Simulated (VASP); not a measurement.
# TePb (Fm-3m) in VASP: a series of runs

The runs below take TePb through single point, with r2SCAN.

Everything below comes from runs of VASP 6.6.1. Logs are shortened: lines on timing, memory, paths and dates and some standing lists are left out, and cuts for length are marked.

**What was measured.**

A printed reference work, monograph reports, for a bulk crystal of TePb at 4.2 K: band gap 0.19 eV (direct).

The results are compared with them further down.

**1. The cell of the first run**

It takes space group Fm-3m (No. 225, cubic). Conventional cell: a = 6.403 Å, b = 6.403 Å, c = 6.403 Å, α = 90.00°, β = 90.00°, γ = 90.00°. Te (site symmetry m-3m) has 6 Pb at 3.20 Å within 4.2 Å. Pb (site symmetry m-3m) has 6 Te at 3.20 Å within 4.2 Å.

**2. Single point, r2SCAN (32.81 Å³/atom)**

File POSCAR:

```
TePb
1.0
    0.0000000000      3.2013924063      3.2013924063
    3.2013924063      0.0000000000      3.2013924063
    3.2013924063      3.2013924063      0.0000000000
Te Pb
1 1
Direct
    0.5000000000      0.5000000000      0.5000000000
    0.0000000000      0.0000000000      0.0000000000
```

File INCAR.step1:

```
SYSTEM = TePb
PREC     = Accurate       ! precision mode
ENCUT    = 520            ! plane-wave cutoff, eV
ISMEAR   = 0              ! smearing method
SIGMA    = 0.02           ! smearing width, eV
LREAL    = .False.        ! projectors in reciprocal space
LASPH    = .True.         ! aspherical terms in the spheres
NELM     = 60             ! most SCF steps
NBANDS   = 17             ! bands
GGA      = PE             ! functional
ALGO     = Normal         ! electronic algorithm
EDIFF    = 1E-4           ! SCF threshold, eV
LWAVE    = .True.         ! write WAVECAR
LCHARG   = .False.        ! write CHGCAR
```

File INCAR.step2:

```
SYSTEM = TePb
PREC     = Accurate       ! precision mode
ENCUT    = 520            ! plane-wave cutoff, eV
EDIFF    = 1E-7           ! SCF threshold, eV
ISMEAR   = 0              ! smearing method
SIGMA    = 0.02           ! smearing width, eV
LREAL    = .False.        ! projectors in reciprocal space
LASPH    = .True.         ! aspherical terms in the spheres
NELM     = 60             ! most SCF steps
ALGO     = Normal         ! electronic algorithm
ISIF     = 2              ! what is computed and relaxed
LWAVE    = .False.        ! write WAVECAR
LCHARG   = .False.        ! write CHGCAR
METAGGA  = R2SCAN         ! meta-GGA
LMIXTAU  = .True.       
NBANDS   = 17             ! bands
ISTART   = 1
```

File KPOINTS:

```
Automatic mesh
0
Gamma
  8 8 8
  0 0 0
```

Potentials or basis: VASP PAW PBE potentials, release 64 (Te, Pb_d).

Command:

```sh
> cat potpaw_PBE.64/Te/POTCAR potpaw_PBE.64/Pb_d/POTCAR > POTCAR
> cp INCAR.step1 INCAR
> mpirun -np 1 vasp_std > vasp.out
> cp INCAR.step2 INCAR
> mpirun -np 1 vasp_std > vasp.out
```

OUTCAR:

```text
SYSTEM = TePb
   PREC = Accurate
   ENCUT = 520
   EDIFF = 1E-7
   ISMEAR = 0
   LREAL = .False.
   LASPH = .True.
   NELM = 60
   ISIF = 2
   METAGGA = R2SCAN
   ISTART = 1

 ion  position               nearest neighbor table
   1  0.500  0.500  0.500-   2 3.20   2 3.20   2 3.20   2 3.20   2 3.20   2 3.20
   2  0.000  0.000  0.000-   1 3.20   1 3.20   1 3.20   1 3.20   1 3.20   1 3.20

  LATTYP: Found a face centered cubic cell.
 ALAT       =     6.4027848126

  Lattice vectors:

 A1 = (   0.0000000000,   3.2013924063,   3.2013924063)
 A2 = (   3.2013924063,   0.0000000000,   3.2013924063)
 A3 = (   3.2013924063,   3.2013924063,   0.0000000000)

Analysis of symmetry for initial positions (statically):
=====================================================================
 Subroutine PRICEL returns:
 Original cell was already a primitive cell.

 Routine SETGRP: Setting up the symmetry group for a
 face centered cubic supercell.

 Subroutine GETGRP returns: Found 48 space group operations
 (whereof 48 operations were pure point group operations)
 out of a pool of 48 trial point group operations.

The static configuration has the point symmetry O_h .

Analysis of symmetry for dynamics (positions and initial velocities):
=====================================================================
 Subroutine PRICEL returns:
 Original cell was already a primitive cell.

 Routine SETGRP: Setting up the symmetry group for a
 face centered cubic supercell.

 Subroutine GETGRP returns: Found 48 space group operations
 (whereof 48 operations were pure point group operations)
 out of a pool of 48 trial point group operations.

The dynamic configuration has the point symmetry O_h .

 Subroutine INISYM returns: Found 48 space group operations
 (whereof 48 operations are pure point group operations),
 and found     1 'primitive' translations

----------------------------------------------------------------------------------------

                                     Primitive cell

  volume of cell :      65.6216

  direct lattice vectors                    reciprocal lattice vectors
     0.000000000  3.201392406  3.201392406    -0.156182041  0.156182041  0.156182041
     3.201392406  0.000000000  3.201392406     0.156182041 -0.156182041  0.156182041
     3.201392406  3.201392406  0.000000000     0.156182041  0.156182041 -0.156182041

  length of vectors
     4.527452559  4.527452559  4.527452559     0.270515230  0.270515230  0.270515230

  position of ions in fractional coordinates (direct lattice)
     0.500000000  0.500000000  0.500000000
     0.000000000  0.000000000  0.000000000

  ion indices of the primitive-cell ions
   primitive index   ion index
                 1           1
                 2           2

----------------------------------------------------------------------------------------

 KPOINTS: Automatic mesh

Automatic generation of k-mesh.
 Grid dimensions read from file:
 generate k-points for:    8    8    8

 Generating k-lattice:

  Cartesian coordinates                     Fractional coordinates (reciprocal lattice)
    -0.019522755  0.019522755  0.019522755     0.125000000  0.000000000  0.000000000
     0.019522755 -0.019522755  0.019522755     0.000000000  0.125000000  0.000000000
     0.019522755  0.019522755 -0.019522755     0.000000000  0.000000000  0.125000000

  Length of vectors
     0.033814404  0.033814404  0.033814404

  Shift w.r.t. Gamma in fractional coordinates (k-lattice)
     0.000000000  0.000000000  0.000000000

 Subroutine IBZKPT returns following result:
 ===========================================

 Found     29 irreducible k-points:

 Following reciprocal coordinates:
            Coordinates               Weight
  0.000000  0.000000  0.000000      1.000000
  0.125000  0.000000  0.000000      8.000000
  0.250000  0.000000  0.000000      8.000000
  0.375000  0.000000  0.000000      8.000000
  0.500000  0.000000  0.000000      4.000000
  0.125000  0.125000  0.000000      6.000000
[... 16 lines left out ...]
  0.500000  0.250000  0.125000     48.000000
 -0.375000  0.250000  0.125000     24.000000
 [... further k-points ...]
   k-points           NKPTS =     29   k-points in BZ     NKDIM =     29   number of bands    NBANDS=     17
   number of dos      NEDOS =    301   number of ions     NIONS =      2
   total plane-waves  NPLWV =  46656
   dimension x,y,z NGX =    36 NGY =   36 NGZ =   36
   dimension x,y,z NGXF=    72 NGYF=   72 NGZF=   72
   ions per type =               1   1
   NGX,Y,Z   is equivalent  to a cutoff of  13.22, 13.22, 13.22 a.u.
   NGXF,Y,Z  is equivalent  to a cutoff of  26.44, 26.44, 26.44 a.u.
 SYSTEM =  TePb
   PREC   = accura    normal or accurate (medium, high low for compatibility)
   ISTART =      1    job   : 0-new  1-cont  2-samecut
   ICHARG =      0    charge: 1-file 2-atom 10-const
   ISPIN  =      1    spin polarized calculation?
   LNONCOLLINEAR =      F non collinear calculations
   LSORBIT =      F    spin-orbit coupling
   LASPH  =      T    aspherical Exc in radial PAW
   ENCUT  =  520.0 eV  38.22 Ry    6.18 a.u.   8.42  8.42  8.42*2*pi/ulx,y,z
   NELM   =     60;   NELMIN=  2; NELMDL=  0     # of ELM steps
   EDIFF  = 0.1E-06   stopping-criterion for ELM
   LREAL  =      F    real-space projection
   EDIFFG = 0.1E-05   stopping-criterion for IOM
   NSW    =      0    number of steps for IOM
   IBRION =     -1    ionic relax: 0-MD 1-quasi-New 2-CG
   NFREE  =      0    steps in history (QN), initial steepest desc. (CG)
   ISIF   =      2    stress and relaxation
   ISYM   =      2    0-nonsym 1-usesym 2-fastsym
   POTIM  = 0.5000    time-step for ionic-motion
   TEBEG  =    0.0;   TEEND  =   0.0 temperature during run
   PSTRESS=    0.0 pullay stress
   NELECT =      20.0000    total number of electrons
   NUPDOWN=      -1.0000    fix difference up-down
   EMIN   =  10.00;   EMAX   =-10.00  energy-range for DOS
   EFERMI =   0.00;   METHOD = LEGACY
   ISMEAR =     0;   SIGMA  =   0.02  broadening in eV -4-tet -1-fermi 0-gaus
   EFERMI_NEDOS =   21; number of points for ismear=-14 and -15
   IALGO  =     38    algorithm
   IMIX   =      4    mixing-type and parameters
     AMIX     =   0.40;   BMIX     =  1.00
     AMIX_MAG =   1.60;   BMIX_MAG =  1.00
  volume/ion in A,a.u.               =      32.81       221.42
  Fermi-wavevector in a.u.,A,eV,Ry     =   1.101715  2.081939 16.514424  1.213776
  Thomas-Fermi vector in A             =   2.238147
   LORBIT       =      0    0 simple, 1 ext, 2 COOP (PROOUT), +10 PAW based schemes
   METAGGA = R2SCAN    functional components
   LHFCALC =     F    Hartree Fock is set to
   AEXX    =    0.0000 exact exchange contribution
   IVDW    =     0    specifies the selected vdW correction
   LEPSILON=     F    determine dielectric tensor
   LRPA    =     F    only Hartree local field effects (RPA)
 non-spin polarized calculation
 Gauss-broadening in eV      SIGMA  =   0.02
  energy-cutoff  :      520.00
  volume of cell :       65.62
 maximum number of plane-waves:      1807
 NGX is ok and might be reduce to    36
   NGX = 17   NGY = 17   NGZ = 17

 number of electron      20.0000000 magnetization

 Free energy of the ion-electron system (eV)
  ---------------------------------------------------
  ext. energy  EPLUGINS =         0.00000000
  ---------------------------------------------------
  free energy    TOTEN  =       -82.66895202 eV

  energy without entropy =      -82.66895202  energy(sigma->0) =      -82.66895202

 E-fermi :   6.0225     XC(G=0):  -9.9505

 val. band max:        5.9012764651   @ k =   0.5000   0.0000   0.0000
 cond. band min:       6.8569145981   @ k =   0.5000   0.0000   0.0000
 fundamental gap:      0.9556381330
 Fermi energy:         6.0224558824

 k-point     1 :       0.0000    0.0000    0.0000
  band No.  band energies     occupation
      1     -11.5421      2.00000
      2     -11.5421      2.00000
      3     -11.5273      2.00000
      4     -11.5273      2.00000
      5     -11.5273      2.00000
      6      -6.8833      2.00000
[... 9 lines left out ...]
     16      11.9933      0.00000
     17      13.6118      0.00000

 k-point     2 :       0.1250    0.0000    0.0000
  band No.  band energies     occupation
      1     -11.5444      2.00000
      2     -11.5444      2.00000
      3     -11.5269      2.00000
      4     -11.5249      2.00000
      5     -11.5249      2.00000
      6      -6.7370      2.00000
[... 9 lines left out ...]
     16      12.3039      0.00000
     17      14.7697      0.00000

 k-point     3 :       0.2500    0.0000    0.0000
  band No.  band energies     occupation
      1     -11.5511      2.00000
      2     -11.5511      2.00000
      3     -11.5260      2.00000
      4     -11.5182      2.00000
      5     -11.5182      2.00000
      6      -6.3146      2.00000
[... 9 lines left out ...]
     16      13.1444      0.00000
     17      16.9000      0.00000

 k-point     4 :       0.3750    0.0000    0.0000
  band No.  band energies     occupation
      1     -11.5582      2.00000
      2     -11.5582      2.00000
      3     -11.5253      2.00000
      4     -11.5110      2.00000
      5     -11.5110      2.00000
      6      -5.7013      2.00000
[... 9 lines left out ...]
     16      14.4241      0.00000
     17      17.3004      0.00000
[... 343 lines left out ...]
      1     -11.5706      2.00000
      2     -11.5439      2.00000
      3     -11.5286      2.00000
      4     -11.5135      2.00000
      5     -11.5123      2.00000
      6      -5.9595      2.00000
[... 9 lines left out ...]
     16      15.1155      0.00000
     17      15.3759      0.00000

 k-point    23 :       0.5000    0.2500    0.1250
  band No.  band energies     occupation
      1     -11.5778      2.00000
      2     -11.5497      2.00000
      3     -11.5245      2.00000
      4     -11.5121      2.00000
      5     -11.5073      2.00000
      6      -5.4068      2.00000
[... 9 lines left out ...]
     16      15.3191      0.00000
     17      16.5849      0.00000

 k-point    24 :      -0.3750    0.2500    0.1250
  band No.  band energies     occupation
      1     -11.5800      2.00000
      2     -11.5528      2.00000
      3     -11.5206      2.00000
      4     -11.5141      2.00000
      5     -11.5048      2.00000
      6      -5.0694      2.00000
[... 9 lines left out ...]
     16      16.1766      0.00000
     17      16.6824      0.00000

 [... further k-points ...]

------------------------ aborting loop because EDIFF is reached ----------------------------------------

  FORCE on cell =-STRESS in cart. coord.  units (eV):
  Direction    XX          YY          ZZ          XY          YZ          ZX
  --------------------------------------------------------------------------------------
  -------------------------------------------------------------------------------------
  Total        1.2122872      1.2122872      1.2122872      0.0000000     -0.0000000      0.0000000
  in kB       29.5984787     29.5984787     29.5984787      0.0000000     -0.0000000      0.0000000
  external PRESSURE =      29.5984787 kB  Pullay stress =       0.0000000 kB

 VOLUME and BASIS-vectors are now :
 -----------------------------------------------------------------------------
  energy-cutoff  :      520.00
  volume of cell :       65.62
      direct lattice vectors                 reciprocal lattice vectors
     0.000000000  3.201392406  3.201392406    -0.156182041  0.156182041  0.156182041
     3.201392406  0.000000000  3.201392406     0.156182041 -0.156182041  0.156182041
     3.201392406  3.201392406  0.000000000     0.156182041  0.156182041 -0.156182041

 POSITION                                       TOTAL-FORCE (eV/Angst)
 -----------------------------------------------------------------------------------
      3.20139      3.20139      3.20139         0.000000      0.000000     -0.000000
      0.00000      0.00000      0.00000        -0.000000     -0.000000      0.000000
 -----------------------------------------------------------------------------------
    total drift:                               -0.000000      0.000000      0.000000

  FREE ENERGIE OF THE ION-ELECTRON SYSTEM (eV)
  ---------------------------------------------------
  free  energy   TOTEN  =       -82.6689520211 eV

  energy  without entropy=      -82.6689520211  energy(sigma->0) =      -82.66895202
```

Wall time 3.2 min (1 thread of Intel Xeon Platinum 8259CL at 2.50GHz (Skylake/Cascade Lake), shared host); peak memory 0.23 GiB.

Results:

| Quantity | Value |
| --- | --- |
| Free energy | -82.6690 eV |
| Pressure | 3.0 GPa |
| Band gap on the k mesh | 0.96 eV |

Levels at points of the mesh, in eV from the valence-band top:
| k point | band 7 | band 8 | band 9 | band 10 | band 11 | band 12 | band 13 | band 14 |
| --- | --- | --- | --- | --- | --- | --- | --- | --- |
| (0.00, 0.00, 0.00) | -5.57 | -1.63 | -1.63 | -1.63 | 4.36 | 4.36 | 4.36 | 6.09 |
| (0.50, 0.00, 0.00) | -9.08 | -1.13 | -1.13 | 0.00 | 0.96 | 1.32 | 1.32 | 8.97 |
| (0.50, 0.50, 0.00) | -7.57 | -4.94 | -3.16 | -3.16 | 3.44 | 5.91 | 5.91 | 7.33 |

Caveat: the PAW data sets were made with another functional, which shifts forces and pressure a little; spin-orbit coupling is left out, which moves the levels of the heavy elements. A k mesh can miss the band edges.

**3. Single point, r2SCAN (33.86 Å³/atom)**

This run uses another cell than the first one, of 33.86 Å³/atom.

File POSCAR:

```
TePb
1.0
    0.0000000000      3.2350937503      3.2350937503
    3.2350937503      0.0000000000      3.2350937503
    3.2350937503      3.2350937503      0.0000000000
Te Pb
1 1
Direct
    0.5000000000      0.5000000000      0.5000000000
    0.0000000000      0.0000000000      0.0000000000
```

File INCAR.step1:

```
SYSTEM = TePb
  PREC = Accurate
  ENCUT = 520
  ISMEAR = 0
  SIGMA = 0.02
  LREAL = .FALSE.
  LASPH = .TRUE.
  NELM = 80
  NBANDS = 17
  GGA = PE
  ALGO = Normal
  EDIFF = 1E-4
  LWAVE = .TRUE.
  LCHARG = .FALSE.
```

File INCAR.step2:

```
SYSTEM = TePb
  PREC = Accurate
  ENCUT = 520
  EDIFF = 1E-6
  ISMEAR = 0
  SIGMA = 0.02
  LREAL = .FALSE.
  LASPH = .TRUE.
  NELM = 80
  ALGO = Normal
  ISIF = 2
  LWAVE = .FALSE.
  LCHARG = .FALSE.
  METAGGA = R2SCAN
  LMIXTAU = .TRUE.
  NBANDS = 17
  ISTART = 1
```

File KPOINTS:

```
regular mesh
0
G
  8 8 8
  0 0 0
```

Potentials or basis: VASP PAW PBE potentials, release 64 (Te, Pb_d).

Command:

```sh
> cat potpaw_PBE.64/Te/POTCAR potpaw_PBE.64/Pb_d/POTCAR > POTCAR
> cp INCAR.step1 INCAR
> mpirun -np 1 vasp_std > vasp.out
> cp INCAR.step2 INCAR
> mpirun -np 1 vasp_std > vasp.out
```

Run time: 2.7 min. Hardware: 1 thread of Intel Xeon Platinum 8259CL at 2.50GHz (Skylake/Cascade Lake), shared host; peak memory 0.23 GiB.

The run converged. Its results:

* Free energy: -82.6973 eV
* Pressure: 1.3 GPa
* Band gap on the k mesh: 1.03 eV

Levels at points of the mesh, in eV from the valence-band top:
| k point | band 8 | band 9 | band 10 | band 11 | band 12 | band 13 |
| --- | --- | --- | --- | --- | --- | --- |
| (0.00, 0.00, 0.00) | -1.49 | -1.49 | -1.49 | 4.34 | 4.34 | 4.34 |
| (0.50, 0.00, 0.00) | -1.01 | -1.01 | 0.00 | 1.03 | 1.42 | 1.42 |
| (0.50, 0.50, 0.00) | -4.67 | -2.95 | -2.95 | 3.60 | 5.81 | 5.81 |

Caveat: the PAW data sets were made with another functional, which shifts forces and pressure a little; spin-orbit coupling is left out, which moves the levels of the heavy elements. A k mesh can miss the band edges.

(Continued in part 2 of 2.)
